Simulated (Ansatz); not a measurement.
## Work function of Ti(0001): what the settings cost and change

Aim: the work function of Ti(0001) against thickness and vacuum, with the cost.

Main program and level: Ansatz 0.2.0; plane-wave DFT, PBE, Ansatz PAW.

**1. Starting point**

The cell holds 1 atom: 1 Ti. Cell: a = 2.950 Å, b = 2.950 Å, c = 18.000 Å, α = 90.0°, β = 90.0°, γ = 60.0°. Vacuum lies along c.

**2. Run, setting 1 layer**

A work function rests on the faint tail of the density, so the SCF threshold is tight. The slab grows from one layer, at fixed mesh and 18 Å of vacuum; then the vacuum is varied on one slab.

Input file input.yaml:

```yaml
crystal:
  lattice:
    - [2.95, 0.0, 0.0]
    - [1.475, 2.5547749412, 0.0]
    - [0.0, 0.0, 18.0]
  atoms:
    - { symbol: Ti, position: [0.6666666667, 0.6666666667, 0.5] }
kpoints:
  mp_grid: { grid: [16, 16, 1] }
hamiltonian:
  xc: pbe
scf:
  occupations: { method: fermi_dirac, width: 0.1 }
  convergence: { dr2_threshold: 1.0e-09 }
efield:
  axis: 3
  dipole_correction: true
  ramp_position: 0.97
  ramp_width: 0.06
output:
  write_potential: true
  write_density: true
  volumetric_format: npy
  elf: true
```

Launch:

```
ansatz run input.yaml --threads 2 --pin off --max-ram 3072MiB --backend cpu --events-out ev --progress --plain --runs-dir out
```

Numbers of over 12 decimals in the logs are rounded to 6 here.

Log:

```text
Engine: ansatz 0.2.0, aarch64-unknown-linux-gnu
Pseudopotentials: kind: paw
Pseudopotential: Ti, paw, valence charge 12, recommended cutoff 420 eV (normal), Ti.paw.azcp
Functional definition: PBE
  parameter kappa = 0.804
  parameter beta = 0.066725
  exchange = pbe_x(kappa = kappa, mu = beta*pi^2/3)
  correlation = pbe_c(beta = beta)
Crystal: 1 atoms, lattice volume = 135.659 Å³
Basis set: ecut = 420 eV, 2617 PW (Γ)
Bands: 10, of which v1, the nominal top of the filled ones, is band 6 counted from 1 (5 counted from 0)
Symmetry: 12 space group operations
k-points: 30 of 256
Non-local potential: Ti, projectors of the file, l = 0: 3, l = 1: 2, l = 2: 3, l = 3: 1
PAW form: soft (Blöchl's): semilocal exchange-correlation on the pseudo side does not see the compensation charge
PAW one-centre angular grid: Ti, 590 points (default); XC on 64 Gauss nodes
Initial density: superposition of atomic densities (neutral atoms: chi_scale 0, normalization atom), corrected by the library's trained network
Initial wavefunctions: pseudopotential atomic-orbital guess
Functional: x = pbe(κ = 0.804, μ = 0.219515), c = pbe(β = 0.066725)
SCF iter   1: F=—  HF=-2497.616436 eV  |F-HF|=—  |Δ(HF+E_count)|=         —  Δρ=9.26e-3  dr2=1.26e-1  ethr=1.77e-3  p=0.000 e·Å  D=2.47e-15 V/Å  ΔV_dip=-0.00 eV  dr2_dipole=6.57e-11  V_vac-E_F(+/−)=4.01/4.01 eV  ⟨swp⟩=4.6  Hψ=1819  notcnv=0
efield: sawtooth ramp at fractional position 0.9700 (set: `efield.ramp_position`, or a place that a band, a saddle search or an elastic batch's reference lends), width 0.0600; the density the first Hamiltonian is built on has a dipole p = 0.000 e·Å; the dipole correction subtracts the counter field D = 2.47e-15 V/Å, which shifts the + side's vacuum level by -0.00 eV against the − side's; the planar-averaged density in the ramp window peaks in size at 2.4e-5 e/Å³
preconditioner: auto → LDOS  [metal: Δε(μ)=0.010 eV  Ē_g=2.469 eV  σ=0.100 eV  W_gap=0.03  n_scr=10 (ndim 8)  ℏωp=6.4 eV  f_vac=0.711  D(μ)=3.68/eV (n_scr^D=12)  β→1.0]
SCF iter   2: F=—  HF=-2497.602081 eV  |F-HF|=—  |Δ(HF+E_count)|=   1.44e-2  Δρ=7.61e-3  dr2=4.73e-2  ethr=1.05e-3  p=-0.000 e·Å  D=-9.09e-7 V/Å  ΔV_dip=0.00 eV  dr2_dipole=1.22e-10  V_vac-E_F(+/−)=4.09/4.09 eV  ⟨swp⟩=2.9  Hψ=802  notcnv=0
SCF iter   3: F=—  HF=-2497.591081 eV  |F-HF|=—  |Δ(HF+E_count)|=   1.10e-2  Δρ=1.21e-3  dr2=2.40e-3  ethr=3.94e-4  p=-0.000 e·Å  D=-4.02e-7 V/Å  ΔV_dip=0.00 eV  dr2_dipole=8.87e-13  V_vac-E_F(+/−)=4.07/4.07 eV  ⟨swp⟩=2.9  Hψ=499  notcnv=0
SCF iter   4: F=—  HF=-2497.591457 eV  |F-HF|=—  |Δ(HF+E_count)|=   3.76e-4  Δρ=3.58e-4  dr2=1.64e-4  ethr=2.00e-5  p=-0.000 e·Å  D=-1.55e-7 V/Å  ΔV_dip=0.00 eV  dr2_dipole=1.62e-13  V_vac-E_F(+/−)=4.11/4.11 eV  ⟨swp⟩=1.7  Hψ=343  notcnv=0
SCF iter   5: F=—  HF=-2497.591446 eV  |F-HF|=—  |Δ(HF+E_count)|=   1.10e-5  Δρ=1.54e-4  dr2=3.32e-5  ethr=1.37e-6  p=-0.000 e·Å  D=-1.04e-7 V/Å  ΔV_dip=0.00 eV  dr2_dipole=2.87e-13  V_vac-E_F(+/−)=4.12/4.12 eV  ⟨swp⟩=2.8  Hψ=570  notcnv=0
SCF iter   6: F=—  HF=-2497.591450 eV  |F-HF|=—  |Δ(HF+E_count)|=   4.00e-6  Δρ=3.18e-5  dr2=3.27e-6  ethr=2.76e-7  p=-0.000 e·Å  D=-3.02e-8 V/Å  ΔV_dip=0.00 eV  dr2_dipole=8.77e-16  V_vac-E_F(+/−)=4.13/4.13 eV  ⟨swp⟩=2.3  Hψ=362  notcnv=0
SCF iter   7: F=—  HF=-2497.591449 eV  |F-HF|=—  |Δ(HF+E_count)|=   9.65e-7  Δρ=7.47e-6  dr2=1.88e-7  ethr=2.72e-8  p=-0.000 e·Å  D=-7.34e-9 V/Å  ΔV_dip=0.00 eV  dr2_dipole=6.51e-14  V_vac-E_F(+/−)=4.13/4.13 eV  ⟨swp⟩=1.9  Hψ=343  notcnv=0
SCF iter   8: F=—  HF=-2497.591452 eV  |F-HF|=—  |Δ(HF+E_count)|=   2.39e-6  Δρ=1.62e-6  dr2=2.19e-9  ethr=1.56e-9  p=0.000 e·Å  D=2.53e-8 V/Å  ΔV_dip=-0.00 eV  dr2_dipole=1.92e-13  V_vac-E_F(+/−)=4.13/4.13 eV  ⟨swp⟩=2.0  Hψ=382  notcnv=0
SCF iter   9: F=-2497.591452 eV  HF=-2497.591452 eV  |F-HF|=1.35e-10  |Δ(HF+E_count)|=   4.38e-9  Δρ=1.25e-7  dr2=2.62e-11  ethr=8.33e-12  p=-0.000 e·Å  D=-2.66e-8 V/Å  ΔV_dip=0.00 eV  dr2_dipole=4.75e-13  V_vac-E_F(+/−)=4.13/4.13 eV  ⟨swp⟩=3.6  Hψ=863  notcnv=0
SCF 1 converged in 9 iterations: F = -2497.591452 eV  dr2 = 2.62e-11
  greatest PAW one-centre occupation: 0.999 electrons in one spin orbital (limit 2), on the Ti atom at site 0 (counted from 0), in its partial waves of l = 0
WARN: The output density's exchange-correlation potential varies sharply where the density is thin. Do not read a vacuum level from v_tot or v_xc, or from such a field of the output density. On a cell that repeats whose density bears no net charge and no dipole along the vacuum's axis use v_es (v_loc + v_h of the components); under efield.dipole_correction with no amplitude use v_es + v_field, which holds any externa [...]
SCF converged after 9 iterations
Free energy (F): -2497.591452 eV
Harris-Foulkes:  -2497.591452 eV  (|F-HF|=1.35e-10)
Internal energy: -2497.461801 eV  (E = F + TS)
E sigma→0 (E₀):  -2497.526626 eV
Entropy (-TS):   -0.129651 eV (-129.651 meV/atom)
Fermi energy:    -1.712422 eV
Dipole field:    D = 0.000001 V/Å  (p = 0.000001 e·Å, saw-weighted, corrected)
Work function:   Φ+ = 4.1321 eV   Φ− = 4.1321 eV
Levels:          The Fermi level and band energies are counted from a zero that moves with the ramp; work functions are not
--- Per-component energies (eV) ---
  E_band       = -337.910628
  E_kinetic    = 268.748676
  E_local      = -5164.855760  (includes V_loc(G=0)·N_el)
  E_nonlocal   = 10.325502
  E_hartree    = 2418.815554
  E_xc         = -94.583110
  E_vxc        = -118.009292  (∫ρ·V_xc dr)
  E_paw        = -1048.158912  (= ΣΔE_a)
  E_vpaw       = -171.751304  (= ΣTr[D̂ρ^β])
  E_aug_tail   = 0.000121  (compensation charges beyond the density's cutoff)
  E_efield     = 0.000000  (sawtooth field / dipole correction)
  E_vefield    = 0.000000  (∫n·V_field dr)
  E_ewald      = 1112.246128
  E_smearing   = -0.129651  (= −TS)
  E_closure    = 0.000000  (closes the sum)
  Σ components = -2497.591452   (vs F -2497.591452, Δ=0.00e0)
--- Band table (eV; the first three rows and the last of 30) ---
  k-point 0: bands = ["-58.7533", "-35.1626", "-34.6921", "-34.6921", "-5.7199", "-1.8139", "-1.4711", "-0.7874", "-0.7874", "0.4995"]
  k-point 1: bands = ["-58.7508", "-35.1602", "-34.7090", "-34.6960", "-5.6078", "-1.7629", "-1.4943", "-0.8579", "-0.7165", "0.4816"]
  k-point 2: bands = ["-58.7436", "-35.1535", "-34.7571", "-34.7071", "-5.2803", "-1.6198", "-1.5699", "-1.0411", "-0.5095", "0.4310"]
  k-point 29: bands = ["-58.6785", "-35.0926", "-35.0198", "-34.9662", "-1.8929", "-1.6432", "-1.5641", "-1.1924", "-0.1522", "4.1323"]
```

It took 6.9 s on 2 threads of Arm Neoverse N1, shared host; peak memory 0.38 GiB; 12 s of CPU time.

In the SCF lines HF is the Harris–Foulkes energy and dr2 the Hartree energy of the density residual, in eV; the loop may stop once dr2 is under the threshold and the program's other checks hold. Hψ counts applications of the Hamiltonian.

Numbers from this step:

- energy at zero smearing: -2497.5266 eV
- work function, upper face: 4.132 eV

Running mean over 2.3423 Å of the planar mean; the ramp of the sawtooth is left out. Electron's electrostatic potential energy less the Fermi level against z:

```
z (Å)  electron's electrostatic potential energy less the Fermi level (eV)
 2.88                                                                 4.13
 3.31                                                                 4.13
 3.74                                                                 4.13
 4.18                                                                 4.13
 4.61                                                                 4.13
 5.04                                                                 4.11
 5.47                                                                 4.09
 5.90                                                                 4.01
 6.19                                                                 3.90
 6.62                                                                 3.53
 7.06                                                                 2.59
 7.49                                                                0.449
 7.92                                                                -2.55
 8.35                                                                -5.23
 8.78                                                                -6.57
 9.22                                                                -6.57
 9.65                                                                -5.23
10.08                                                                -2.55
10.51                                                                0.449
10.94                                                                 2.59
11.38                                                                 3.53
11.81                                                                 3.90
12.10                                                                 4.01
12.53                                                                 4.09
12.96                                                                 4.11
13.39                                                                 4.13
13.82                                                                 4.13
14.26                                                                 4.13
14.69                                                                 4.13
15.12                                                                 4.13
```

Valence density in the ca plane at fractional y = 0.667, with atoms of Ti within 0.2 Å of it. It is the smooth field of the valence electrons, not physical close to the nuclei.

Ten steps, logarithmic in the rise over the least value, from '0' (0.00 × 1e0 e/Å³) to '9' (9.65 × 1e0 e/Å³), each cell a mean:
```
00000000000000000001366520000000000000000000
00000000000000000001599730000000000000000000
00000000000000000001699830000000000000000000
00000000000000000001589730000000000000000000
00000000000000000001356420000000000000000000
00000000000000000001222211000000000000000000
00000000000000000001122211000000000000000000
00000000000000000001223211000000000000000000
```
Columns run along c (18.0 Å), rows up along a (3.0 Å). Atoms in or near the plane, at fractional coordinates: Ti at (0.50, 0.67).

Electrostatic potential energy in the ca plane at fractional y = 0.667, with atoms of Ti within 0.2 Å of it. With pseudopotentials it is smooth inside the atoms' cores, unlike the true potential.

Ten even steps from '0' (-31 eV) to '9' (2 eV), each cell a mean:
```
99999999999999999998510378999999999999999999
99999999999999999986100048999999999999999999
99999999999999999986000037999999999999999999
99999999999999999987200058999999999999999999
99999999999999999998622478999999999999999999
99999999999999999999877789999999999999999999
99999999999999999999888899999999999999999999
99999999999999999999876789999999999999999999
```
Columns run along c (18.0 Å; values clipped at the 3rd and 97th percentile), rows up along a (3.0 Å). Atoms in or near the plane, at fractional coordinates: Ti at (0.50, 0.67).

ELF in the ca plane at fractional y = 0.667, with atoms of Ti within 0.2 Å of it. It is the smooth field of the valence electrons, not physical close to the nuclei.

Ten even steps from '0' (0.00) to '9' (0.60), each cell a mean:
```
00000000000000000111378621110000000000000000
00000000000000000000796920000000000000000000
00000000000000000000751920000000000000000000
00000000000000000000697920000000000000000000
00000000000000001222366522210000000000000000
00000000000000002466432356531000000000000000
00000000000000012588743588631000000000000000
00000000000000001355322346521000000000000000
```
Columns run along c (18.0 Å), rows up along a (3.0 Å). Atoms in or near the plane, at fractional coordinates: Ti at (0.50, 0.67).

The work function is 4.132 eV.

**3. Run, 2 atoms**

System of this step: Ti(0001). The cell holds 2 atoms: 2 Ti. Cell: a = 2.950 Å, b = 2.950 Å, c = 20.342 Å, α = 90.0°, β = 90.0°, γ = 60.0°. Vacuum lies along c.

input.yaml, the sections that differ from step 2:

```yaml
crystal:
  lattice:
    - [2.95, 0.0, 0.0]
    - [1.475, 2.5547749412, 0.0]
    - [0.0, 0.0, 20.3423]
  atoms:
    - { symbol: Ti, position: [0.6666666667, 0.6666666667, 0.4424278474] }
    - { symbol: Ti, position: [0.0, 0.0, 0.5575721526] }
output:
  write_potential: true
  write_density: true
  volumetric_format: npy
# kpoints, hamiltonian, scf, efield: as in step 2
```

Log:

```text
[...]
Crystal: 2 atoms, lattice volume = 153.311 Å³
Basis set: ecut = 420 eV, 2959 PW (Γ)
Bands: 16, of which v1, the nominal top of the filled ones, is band 12 counted from 1 (11 counted from 0)
Symmetry: 6 space group operations
k-points: 30 of 256 (time reversal used)
[...]
k-point 0: bands = [... 8 lower, -5.2999, -3.4313, -0.3919, 0.0271, 0.3251, 0.5500, 0.5500, 0.6965]
  k-point 1: bands = [... 8 lower, -5.1934, -3.3275, -0.3935, 0.0324, 0.2489, 0.5012, 0.6185, 0.6629]
  k-point 2: bands = [... 8 lower, -4.8833, -3.0287, -0.4257, -0.1029, 0.1493, 0.4392, 0.6057, 0.8100]
  k-point 29: bands = [... 8 lower, -1.5516, -1.0498, -0.9621, -0.2172, -0.0549, 0.0681, 0.0932, 1.7994]
[key lines of the parts left out:]
SCF converged after 10 iterations
Free energy (F): -4997.494366 eV
Fermi energy:    -0.197324 eV
Dipole field:    D = -0.000002 V/Å  (p = -0.000002 e·Å, saw-weighted, corrected)
Work function:   Φ+ = 4.4136 eV   Φ− = 4.4135 eV
```

Wall time 11 s (2 threads); peak memory 0.37 GiB.

The work function is 4.414 eV, +0.281 eV from the run “1 layer”, at 1.6 times its CPU time.

**4. Slab, 3 atoms**

System of this step: Ti(0001). The cell holds 3 atoms: 3 Ti. Cell: a = 2.950 Å, b = 2.950 Å, c = 22.685 Å, α = 90.0°, β = 90.0°, γ = 60.0°. Vacuum lies along c.

input.yaml, the sections that differ from step 3:

```yaml
crystal:
  lattice:
    - [2.95, 0.0, 0.0]
    - [1.475, 2.5547749412, 0.0]
    - [0.0, 0.0, 22.6846]
  atoms:
    - { symbol: Ti, position: [0.0, 0.0, 0.3967449283] }
    - { symbol: Ti, position: [0.6666666667, 0.6666666667, 0.5] }
    - { symbol: Ti, position: [0.0, 0.0, 0.6032550717] }
# kpoints, hamiltonian, scf, efield, output: as in step 3
```

Log:

```text
[...]
Crystal: 3 atoms, lattice volume = 170.964 Å³
Basis set: ecut = 420 eV, 3279 PW (Γ)
Bands: 22, of which v1, the nominal top of the filled ones, is band 18 counted from 1 (17 counted from 0)
Symmetry: 6 space group operations
k-points: 30 of 256 (time reversal used)
[...]
k-point 0: bands = [... 14 lower, -1.6953, 1.1093, 1.1511, 1.7305, 1.8636, 1.9679, 1.9679, 1.9798, ... 4 higher]
  k-point 1: bands = [... 14 lower, -1.5976, 1.0843, 1.1731, 1.5874, 1.7832, 1.9321, 1.9810, 2.0274, ... 4 higher]
  k-point 2: bands = [... 14 lower, -1.3194, 0.9873, 1.1640, 1.3395, 1.5644, 1.7982, 2.0298, 2.1879, ... 4 higher]
  k-point 29: bands = [... 14 lower, 0.0611, 0.3836, 0.7619, 0.9635, 1.3131, 1.3296, 1.4536, 1.5768, ... 4 higher]
[key lines of the parts left out:]
SCF converged after 10 iterations
Free energy (F): -7497.161505 eV
Fermi energy:    1.185472 eV
Dipole field:    D = -0.000000 V/Å  (p = -0.000000 e·Å, saw-weighted, corrected)
Work function:   Φ+ = 4.3815 eV   Φ− = 4.3815 eV
```

It took 19 s on 2 threads; peak memory 0.44 GiB.

The work function is 4.382 eV, -0.032 eV from the run “2 layers”, at 1.9 times its CPU time.

**5. Slab, 4 atoms**

System of this step: Ti(0001). The cell holds 4 atoms: 4 Ti. Its edges and angles: a = 2.950 Å, b = 2.950 Å, c = 25.027 Å, α = 90.0°, β = 90.0°, γ = 60.0°. Vacuum lies along c.

input.yaml, the sections that differ from step 4:

```yaml
crystal:
  lattice:
    - [2.95, 0.0, 0.0]
    - [1.475, 2.5547749412, 0.0]
    - [0.0, 0.0, 25.0269]
  atoms:
    - { symbol: Ti, position: [0.6666666667, 0.6666666667, 0.3596130564] }
    - { symbol: Ti, position: [0.0, 0.0, 0.4532043521] }
    - { symbol: Ti, position: [0.6666666667, 0.6666666667, 0.5467956479] }
    - { symbol: Ti, position: [0.0, 0.0, 0.6403869436] }
# kpoints, hamiltonian, scf, efield, output: as in step 4
```

Log:

```text
[...]
Crystal: 4 atoms, lattice volume = 188.617 Å³
Basis set: ecut = 420 eV, 3611 PW (Γ)
Bands: 29, of which v1, the nominal top of the filled ones, is band 24 counted from 1 (23 counted from 0)
Symmetry: 6 space group operations
k-points: 30 of 256 (time reversal used)
[...]
k-point 0: bands = [... 20 lower, 2.1528, 2.2899, 2.6038, 2.8397, 3.0019, 3.0019, 3.0387, 3.0473, ... 6 higher]
  k-point 1: bands = [... 20 lower, 2.1371, 2.2738, 2.5524, 2.6883, 2.8895, 2.9373, 3.0627, 3.0700, ... 6 higher]
  k-point 2: bands = [... 20 lower, 2.0379, 2.1362, 2.3858, 2.5463, 2.6416, 2.7543, 3.0155, 3.2284, ... 6 higher]
  k-point 29: bands = [... 20 lower, 1.2061, 1.5710, 1.6791, 2.1891, 2.2237, 2.4075, 2.4097, 2.5877, ... 6 higher]
[key lines of the parts left out:]
SCF converged after 10 iterations
Free energy (F): -9996.819379 eV
Fermi energy:    2.288474 eV
Dipole field:    D = 0.000003 V/Å  (p = 0.000003 e·Å, saw-weighted, corrected)
Work function:   Φ+ = 4.4082 eV   Φ− = 4.4082 eV
```

Run time: 23 s. Hardware: 2 threads; peak memory 0.49 GiB; 46 s of CPU time.

The work function is 4.408 eV, +0.027 eV from the run “3 layers”, at 1.2 times its CPU time.

**6. Slab, 5 atoms**

System of this step: Ti(0001). The cell holds 5 atoms: 5 Ti. Cell: a = 2.950 Å, b = 2.950 Å, c = 27.369 Å, α = 90.0°, β = 90.0°, γ = 60.0°. Vacuum lies along c.

input.yaml, the sections that differ from step 5:

```yaml
crystal:
  lattice:
    - [2.95, 0.0, 0.0]
    - [1.475, 2.5547749412, 0.0]
    - [0.0, 0.0, 27.3692]
  atoms:
    - { symbol: Ti, position: [0.0, 0.0, 0.3288367946] }
    - { symbol: Ti, position: [0.6666666667, 0.6666666667, 0.4144183973] }
    - { symbol: Ti, position: [0.0, 0.0, 0.5] }
    - { symbol: Ti, position: [0.6666666667, 0.6666666667, 0.5855816027] }
    - { symbol: Ti, position: [0.0, 0.0, 0.6711632054] }
# kpoints, hamiltonian, scf, efield, output: as in step 5
```

Log:

```text
[...]
Crystal: 5 atoms, lattice volume = 206.270 Å³
Basis set: ecut = 420 eV, 3943 PW (Γ)
Bands: 36, of which v1, the nominal top of the filled ones, is band 30 counted from 1 (29 counted from 0)
Symmetry: 6 space group operations
k-points: 30 of 256 (time reversal used)
[...]
k-point 0: bands = [... 26 lower, 3.1694, 3.4632, 3.6246, 3.8182, 3.9082, 3.9082, 3.9353, 3.9353, ... 8 higher]
  k-point 1: bands = [... 26 lower, 3.1803, 3.3412, 3.5818, 3.6858, 3.7998, 3.8423, 3.9083, 3.9708, ... 8 higher]
  k-point 2: bands = [... 26 lower, 3.0619, 3.1911, 3.3073, 3.5300, 3.5967, 3.6996, 3.7886, 4.0890, ... 8 higher]
  k-point 29: bands = [... 26 lower, 2.1664, 2.4984, 2.6239, 2.9900, 3.2105, 3.2693, 3.3262, 3.3561, ... 8 higher]
[key lines of the parts left out:]
SCF converged after 10 iterations
Free energy (F): -12496.504751 eV
Fermi energy:    3.212170 eV
Dipole field:    D = -0.000002 V/Å  (p = -0.000002 e·Å, saw-weighted, corrected)
Work function:   Φ+ = 4.4154 eV   Φ− = 4.4153 eV
```

Wall time 34 s (2 threads); peak memory 0.56 GiB.

The work function is 4.415 eV, +0.007 eV from the run “4 layers”, at 1.5 times its CPU time.

(Continued in part 2 of 2.)

[Logs are printed without paths, hosts, clocks, repeated set-up lines and the standing remarks that a program may print on its own settings, such as how far it seeks lower states.]

[Hosts, paths, dates, database ids (printed as entryN), source tags and the programs' standing remarks are cut or masked in the printed files.]

[Maps of the electrostatic potential energy from Ansatz leave out the sawtooth potential of an applied field or a dipole correction, so their vacuum need not be flat; planar profiles and work functions include it.]
